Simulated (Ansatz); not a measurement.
Crystal: Ge.

```
Ge
1.0
     1.39715   -2.60052    0.00000
     1.39715    2.60052    0.00000
     0.00000    0.00000    2.69823
Ge
1
Direct
  0.50000 0.50000 0.00000
```

This isn't the form of Ge at room conditions, which is diamond.

Base run:

```yaml
Program: Ansatz 0.2.0
Functional: LDA
Potentials_or_basis: Ansatz PAW
Cutoff: "420 eV (not typed: the program's choice for these potentials)"
k_mesh: 11 × 11 × 10
Occupations: fermi-dirac, width 0.05 eV
Spin: no spin polarisation
```

Its results: band gap on the k mesh none (metal or under the smearing width); pressure -5.6 GPa.

Problem. After a change of settings the same cell gave: band gap on the k mesh none (metal or under the smearing width); pressure -0.6 GPa. Which change was it?
A. functional from LDA to PBE
B. k mesh from 11 × 11 × 10 to 6 × 6 × 6
C. k mesh from 11 × 11 × 10 to 8 × 8 × 7; spin from no spin polarisation to spin-orbit coupling, no magnetisation; potential files from those of the base run to others of the same set
D. functional from LDA to PBEsol; k mesh from 11 × 11 × 10 to 6 × 6 × 6

Solution. A.

PBE binds less tightly than LDA, so the same cell stands under more pressure.

Caveats: the PAW data sets come from PBE, with cores solved anew for the run's functional, which leaves a small shift of forces and pressure (some runs).
